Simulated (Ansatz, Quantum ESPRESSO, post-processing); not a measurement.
# Ballistic transmission: 4 layers of Na in Ca(100), on the host's sites, part 4 of 4

Aim: the zero-bias transmission with pwcond for this junction: 4 layers of Na in Ca(100), on the host's sites.

Quantum ESPRESSO 7.5; plane-wave DFT, PBE, GBRV ultrasoft pseudopotentials; cross-check by Ansatz 0.2.0 with PAW datasets.

So far. Step 2 (Ground state): The run needed 14 iterations to bring the estimated error under 1e-07 Ry; the largest force on any atom, held or free, is 0.05 eV/Å. Step 3 (Transmission with pwcond.x): At no point does T exceed the number of channels.

## Step 5: The same in Ansatz

A second code with its own PAW datasets, on the same atoms.

Level of this step: plane-wave DFT, PBE, Ansatz PAW (Ansatz 0.2.0).

input.yaml

```yaml
crystal:
  lattice:
    - [3.9032294321, 0.0, 0.0]
    - [0.0, 3.9032294321, 0.0]
    - [0.0, 0.0, 42.8458979206]
  atoms:
    - { symbol: Ca, position: [0.0, 0.0, 0.0] }
    - { symbol: Ca, position: [0.5, 0.5, 0.0644169018] }
    - { symbol: Ca, position: [0.0, 0.0, 0.1288338037] }
    - { symbol: Ca, position: [0.5, 0.5, 0.1932507055] }
    - { symbol: Ca, position: [0.0, 0.0, 0.2576676073] }
    - { symbol: Ca, position: [0.5, 0.5, 0.3220845091] }
    - { symbol: Na, position: [0.0, 0.0, 0.3826676073] }
    - { symbol: Na, position: [0.5, 0.5, 0.4394169018] }
    - { symbol: Na, position: [0.0, 0.0, 0.4961661963] }
    - { symbol: Na, position: [0.5, 0.5, 0.5529154909] }
    - { symbol: Ca, position: [0.0, 0.0, 0.613498589] }
    - { symbol: Ca, position: [0.5, 0.5, 0.6779154909] }
    - { symbol: Ca, position: [0.0, 0.0, 0.7423323927] }
    - { symbol: Ca, position: [0.5, 0.5, 0.8067492945] }
    - { symbol: Ca, position: [0.0, 0.0, 0.8711661963] }
    - { symbol: Ca, position: [0.5, 0.5, 0.9355830982] }
kpoints:
  mp_grid: { grid: [6, 6, 1] }
hamiltonian:
  xc: pbe
scf:
  occupations: { method: fermi_dirac, width: 0.1 }
  convergence: { dr2_threshold: 1.0e-08 }
output:
  transmission: { leads: [[0, 2]], e_range: [-0.4, 0.4], de: 0.4, kmesh: [10, 10] }
  write_potential: true
  write_density: true
  volumetric_format: npy
  elf: true
```

Started as:

```sh
> ansatz run input.yaml --threads 4 --pin off --max-ram 8192MiB --backend cpu --events-out ev --progress --plain --runs-dir out
```

Numbers of over 12 decimals in the logs are rounded to 6 here.

The log of the run:

```text
Engine: ansatz 0.2.0, aarch64-unknown-linux-gnu
Pseudopotentials: kind: paw
Pseudopotential: Ca, paw, valence charge 10, recommended cutoff 420 eV (normal), Ca.paw.azcp
Pseudopotential: Na, paw, valence charge 9, recommended cutoff 420 eV (normal), Na.paw.azcp
Functional definition: PBE
  parameter kappa = 0.804
  parameter beta = 0.066725
  exchange = pbe_x(kappa = kappa, mu = beta*pi^2/3)
  correlation = pbe_c(beta = beta)
Crystal: 16 atoms, lattice volume = 652.766 Å³
Basis set: ecut = 420 eV, 12871 PW (Γ)
Bands: 94, of which v1, the nominal top of the filled ones, is band 78 counted from 1 (77 counted from 0)
Symmetry: 16 space group operations
Space group: P4/nmm (ITA 129), of the structure as read, at distance tolerance 8.7e-5 Å
k-points: 10 of 36
Non-local potential: Ca, projectors of the file, l = 0: 3, l = 1: 2, l = 2: 2
Non-local potential: Na, projectors of the file, l = 0: 3, l = 1: 2, l = 2: 1
PAW form: soft (Blöchl's): semilocal exchange-correlation on the pseudo side does not see the compensation charge
PAW one-centre angular grid: Ca, 110 points (default); XC on 64 Gauss nodes
PAW one-centre angular grid: Na, 110 points (default); XC on 64 Gauss nodes
Initial density: superposition of atomic densities (neutral atoms: chi_scale 0, normalization atom), corrected by the library's trained network
Initial wavefunctions: pseudopotential atomic-orbital guess
Functional: x = pbe(κ = 0.804, μ = 0.219515), c = pbe(β = 0.066725)
SCF iter   1: F=—  HF=-27748.208700 eV  |F-HF|=—  |Δ(HF+E_count)|=         —  Δρ=2.89e-3  dr2=1.74e1  ethr=1.77e-3  ⟨swp⟩=14.0  Hψ=5569  notcnv=0
preconditioner: auto → Kerker (q_TF=auto, 2.149 Å⁻¹)  [metal: Δε(μ)=0.024 eV  Ē_g=2.099 eV  σ=0.100 eV  W_gap=0.06  n_scr=104 (ndim 8)  ℏωp=7.7 eV  f_vac=0.000  D(μ)=18.42/eV (n_scr^D=114)]
SCF iter   2: F=—  HF=-27748.143453 eV  |F-HF|=—  |Δ(HF+E_count)|=   6.52e-2  Δρ=1.73e-3  dr2=6.07e0  ethr=1.77e-3  ⟨swp⟩=1.2  Hψ=1092  notcnv=0
SCF iter   3: F=—  HF=-27748.094439 eV  |F-HF|=—  |Δ(HF+E_count)|=   4.90e-2  Δρ=4.75e-4  dr2=2.11e-1  ethr=1.77e-3  ⟨swp⟩=1.0  Hψ=940  notcnv=0
SCF iter   4: F=—  HF=-27748.091144 eV  |F-HF|=—  |Δ(HF+E_count)|=   3.30e-3  Δρ=2.12e-4  dr2=2.63e-3  ethr=1.35e-4  ⟨swp⟩=1.0  Hψ=940  notcnv=0
SCF iter   5: F=—  HF=-27748.091039 eV  |F-HF|=—  |Δ(HF+E_count)|=   1.04e-4  Δρ=1.04e-4  dr2=3.93e-4  ethr=1.69e-6  ⟨swp⟩=2.1  Hψ=1656  notcnv=0
SCF iter   6: F=—  HF=-27748.090981 eV  |F-HF|=—  |Δ(HF+E_count)|=   5.84e-5  Δρ=3.12e-5  dr2=4.78e-5  ethr=2.52e-7  ⟨swp⟩=2.0  Hψ=1473  notcnv=0
SCF iter   7: F=—  HF=-27748.090991 eV  |F-HF|=—  |Δ(HF+E_count)|=   9.74e-6  Δρ=8.09e-6  dr2=7.09e-6  ethr=3.06e-8  ⟨swp⟩=2.1  Hψ=1031  notcnv=0
SCF iter   8: F=—  HF=-27748.091783 eV  |F-HF|=—  |Δ(HF+E_count)|=   7.92e-4  Δρ=3.19e-6  dr2=6.00e-7  ethr=4.55e-9  ⟨swp⟩=1.4  Hψ=962  notcnv=0
SCF iter   9: F=—  HF=-27748.091783 eV  |F-HF|=—  |Δ(HF+E_count)|=   3.36e-8  Δρ=1.10e-6  dr2=3.11e-8  ethr=3.84e-10  ⟨swp⟩=2.6  Hψ=1210  notcnv=0
SCF iter  10: F=-27748.091783 eV  HF=-27748.091783 eV  |F-HF|=7.96e-9  |Δ(HF+E_count)|=  4.37e-10  Δρ=4.06e-7  dr2=8.75e-9  ethr=6.41e-12  ⟨swp⟩=7.9  Hψ=2605  notcnv=0
SCF 1 converged in 10 iterations: F = -27748.091783 eV  dr2 = 8.75e-9
  greatest PAW one-centre occupation: 0.999 electrons in one spin orbital (limit 2), on the Na atom at site 9 (counted from 0), in its partial waves of l = 0
transmission: 132 of 1302 steps passed
transmission: 262 of 1302 steps passed
[...]
transmission: 1302 of 1302 steps passed
SCF converged after 10 iterations
Free energy (F): -27748.091783 eV
Harris-Foulkes:  -27748.091783 eV  (|F-HF|=7.96e-9)
Internal energy: -27747.495321 eV  (E = F + TS)
E sigma→0 (E₀):  -27747.793552 eV
Entropy (-TS):   -0.596462 eV (-37.279 meV/atom)
Fermi energy:    4.238804 eV
--- Per-component energies (eV) ---
  E_band       = -3059.735098
  E_kinetic    = 3787.464270
  E_local      = -15956.363786  (includes V_loc(G=0)·N_el)
  E_nonlocal   = 1224.440119
  E_hartree    = 5523.803066
  E_xc         = -1784.107214
  E_vxc        = -2229.664145  (∫ρ·V_xc dr)
  E_paw        = -11351.561526  (= ΣΔE_a)
  E_vpaw       = -933.218130  (= ΣTr[D̂ρ^β])
  E_aug_tail   = -0.000196  (compensation charges beyond the density's cutoff)
  E_ewald      = -9191.170054
  E_smearing   = -0.596462  (= −TS)
  E_closure    = -0.000000  (closes the sum)
  Σ components = -27748.091783   (vs F -27748.091783, Δ=0.00e0)
--- Band table (eV; the first three rows and the last of 10) ---
  k-point 0: bands = [... 74 lower, 2.4943, 3.1661, 3.2261, 3.6881, 3.9223, 4.8267, 4.8783, 4.9302, ... 12 higher]
  k-point 1: bands = [... 74 lower, 2.7484, 3.4220, 3.4623, 3.9397, 4.1465, 4.7764, 4.8179, 4.8820, ... 12 higher]
  k-point 2: bands = [... 74 lower, 3.4056, 4.0241, 4.0410, 4.0686, 4.1244, 4.2146, 4.3353, 4.4768, ... 12 higher]
  k-point 9: bands = [... 74 lower, 4.3924, 4.3924, 4.8099, 4.8099, 4.8134, 4.8134, 4.8243, 4.8243, ... 12 higher]
--- Transmission ---
  basis      : 137 plane waves across, 62 finite elements along
  points     : 21, standing for a mesh of 10 x 10
  energies   : 3 from -0.400000 to 0.400000 eV about the Fermi level, 0.400000 eV apart; the leads are filled to 0.000000 eV, and channels, transmission and decay are at 0.000000 eV
  crystal 0  : Ca2, at the sites [0, 2], period 5.5200 Å, over 33.12 Å; its Hamiltonian steps by up to 2.5 meV
    offset         : up to 0.0000 Å between an atom of the period and one for which it stands
    channels       : 1.100000e0 a spin
    conductance    : none, the energies end too early or step too widely for 300 K: set another output.transmission.e_range or a lower de, or, where they end at an eighth of basis.ecutwfc, a higher one
    slowest decay  : 0.0128 /Å at (0.4000, 0.3000)
  junction   : crystal 0 to crystal 0, 0.68 to 38.01 Å
    transmission   : 5.566321e-1 a spin
    conductance    : none, the energies end too early or step too widely for 300 K: set another output.transmission.e_range or a lower de, or, where they end at an eighth of basis.ecutwfc, a higher one
```

It took 61 s on 4 threads of Arm Neoverse V2, shared host; peak memory 1.6 GiB; 3.3 min of CPU time.

This step gave:

```
free energy                                  : -27748.0918 eV
energy at zero smearing                      : -27747.7936 eV
smearing term TS                             : 0.5965 eV
Fermi energy                                 : 4.239 eV
symmetry operations                          : 16
transmission at the Fermi level, one spin    : 0.5566
lead channels at the Fermi level, one spin   : 1.1
step of the lead's Hamiltonian over a period : 2.5 meV
```

Per spin; mean over the k mesh across the current. Table of transmission, zone mean by energy, zero at the Fermi level:

```tsv
energy (eV)	transmission, zone mean
-0.400	0.579
0.000	0.557
0.400	0.657
```

Per spin; mean over the k mesh across the current. The open channels, zone mean by energy, zero at the Fermi level:

```tsv
energy (eV)	open channels, zone mean
-0.400	0.94
0.000	1.1
0.400	1.24
```

Electrostatic potential energy in the ca plane at fractional y = 0.000, with atoms of Ca and Na within 0.2 Å of it. With pseudopotentials it is smooth inside the atoms' cores, unlike the true potential.

Ten even steps from '0' (-51 eV) to '9' (8 eV), each cell a mean:
```
99999999840004899999999861038999999998301689
99999999874347899999999987678999999998767899
99999999988788999999999999999999999999999999
99999999999999999999999999999999999999999999
99999999999999999999999999999999999999999999
99999999999999999999999999999999999999999999
99999999998889999999999999999999999999999999
99999999986668999999999998889999999999888999
99999999862026899999999974268999999998524799
99999999740004799999999850027999999997100589
```
Columns run along c (16.0 Å, from fractional 0.17 to 0.54 of the cell; values clipped at the 3rd and 97th percentile), rows up along a (3.9 Å). Atoms in or near the plane, at fractional coordinates: Ca at (0.26, 0.00), Na at (0.38, 0.00), Na at (0.50, 0.00).

ELF in the ca plane at fractional y = 0.000, with atoms of Ca and Na within 0.2 Å of it. It is the smooth field of the valence electrons, not physical close to the nuclei.

Values, 6 rows by 16 columns, each cell a mean:
```
0.18 0.41 0.44 0.19 0.51 0.14 0.46 0.33 0.36 0.83 0.33 0.54 0.65 0.25 0.70 0.72
0.17 0.48 0.52 0.18 0.10 0.21 0.51 0.45 0.14 0.29 0.18 0.56 0.56 0.37 0.20 0.21
0.47 0.49 0.53 0.51 0.35 0.48 0.50 0.52 0.39 0.24 0.46 0.49 0.40 0.52 0.31 0.30
0.39 0.49 0.53 0.43 0.22 0.42 0.50 0.51 0.30 0.15 0.37 0.51 0.44 0.49 0.21 0.19
0.12 0.46 0.50 0.13 0.23 0.15 0.50 0.41 0.17 0.51 0.18 0.56 0.60 0.31 0.35 0.37
0.22 0.39 0.42 0.23 0.48 0.17 0.45 0.31 0.43 0.83 0.38 0.53 0.66 0.24 0.75 0.77
```
Columns run along c (16.0 Å, from fractional 0.40 to 0.77 of the cell), rows up along a (3.9 Å). Atoms in or near the plane, at fractional coordinates: Na at (0.50, 0.00), Ca at (0.61, 0.00), Ca at (0.74, 0.00).

Ansatz finds T = 0.557 against pwcond's 0.557.

## Step 6: All levels side by side

All levels:

```tsv
step	T at the Fermi level (per spin)	conductance (G0)	r.m.s. T(E) from the first	CPU time of the step (s)	peak memory (GiB)
Ansatz	0.5566	-	0	198.1	1.607
pwcond	0.557	0.557	0.00692	1006	0.55
pwcond, changed setting	0.5573	0.5573	0.007023	621.7	0.56
```

Per spin; mean over the k mesh across the current. Table of transmission, zone mean by energy, zero at the Fermi level:

```tsv
energy (eV)	Ansatz	pwcond	pwcond, changed setting
-0.400	0.579	0.577	0.577
0.000	0.557	0.557	0.557
0.400	0.657	0.645	0.645
```

## Step 7: A check by hand

The Landauer sum over the mesh, Σ w T = 0.0400 × 1.99 + 0.0800 × 0.994 + 0.0800 × 0.957 + … = 0.5570.

G = 0.557 × 77.48 µS = 43.2 µS a cell. Times the area of 15.235 Å², the resistance-area product is A/G = 3.53 fΩ m², the leads' contact resistance included.

## Step 8: Outcome

```yaml
conductance_from_t_at_the_fermi_level_a_cell: 0.557 G₀
conductance_per_area: 283 S/μm²
lead_channels_per_spin: 1.10
the_same_conductance_by_ansatz: 0.557 G₀
```

The junction conducts 0.557 G₀ a cell at the Fermi level (PBE, GBRV ultrasoft). At the Fermi level the junction passes 51 % of what the leads offer. At the Fermi level pwcond and Ansatz differ by 0.062 %, a close match. The mean rests on 21 distinct points, the heaviest weighing 0.08, and the mesh was not tested, so even the second digit is unsure. Over -0.4 to 0.4 eV, T lies between 0.56 and 0.65 per spin. The geometry is as built, not relaxed, and the leads are short.

[Logs are printed without paths, hosts, clocks, repeated set-up lines and the standing remarks that a program may print on its own settings, such as how far it seeks lower states.]

[Hosts, paths, dates, database ids (printed as entryN), source tags and the programs' standing remarks are cut or masked in the printed files.]

[Maps of the electrostatic potential energy from Ansatz leave out the sawtooth potential of an applied field or a dipole correction, so their vacuum need not be flat; planar profiles and work functions include it.]
